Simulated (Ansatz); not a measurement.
Reactions of `CO[Si]C`.

Calculated with Ansatz (gas phase, PBE0-D4/def2-TZVP geometries, no zero-point term in ΔE). CCSD(T)/CBS is the MP2 limit (def2-TZVPP, def2-QZVPP) plus CCSD(T) − MP2 in def2-TZVPP, frozen cores. This one scheme is used for every species. Triplets are unrestricted, without spin–orbit coupling. Elements past krypton have def2 core potentials. For Sn outer-core shells are correlated without core-valence functions, which leaves a few kJ/mol of doubt a bond. One conformer a species, not always the lowest.

**Question.** Order these by ΔE at CCSD(T)/CBS, lowest first. (Best estimate.)
A. `CO[Si]C` + H₂ → `CO[SiH]` + CH₄
B. `CO[Si]C` + HCl → `CO[Si]Cl` + CH₄
C. `CO[Si]C` + `CCCCO` → `CCC(C)CO` + `CO[SiH]`
D. `CO[Si]C` + `[Cl][SnH2][Cl]` → `C[SiH]` + `C[O][SnH]([Cl])[Cl]`
E. `CO[Si]C` + `FB(S)Cl` → `CSB(F)Cl` + `CO[SiH]`
F. `CO[Si]C` + `[OH][SnH]([OH])[OH]` → `C[Si]O` + `C[O][SnH]([OH])[OH]`
G. `CO[Si]C` → `[CH2]` (triplet) + `C[Si]O`
H. `CO[Si]C` → `C=C[SiH2]O`

**Answer.** B (-1.70 eV), H (-0.92 eV), A (-0.25 eV), F (+0.04 eV), C (+0.39 eV), E (+0.51 eV), D (+1.17 eV), G (+3.94 eV).

Largest T1 diagnostic: 0.015, for `CO[SiH]`.
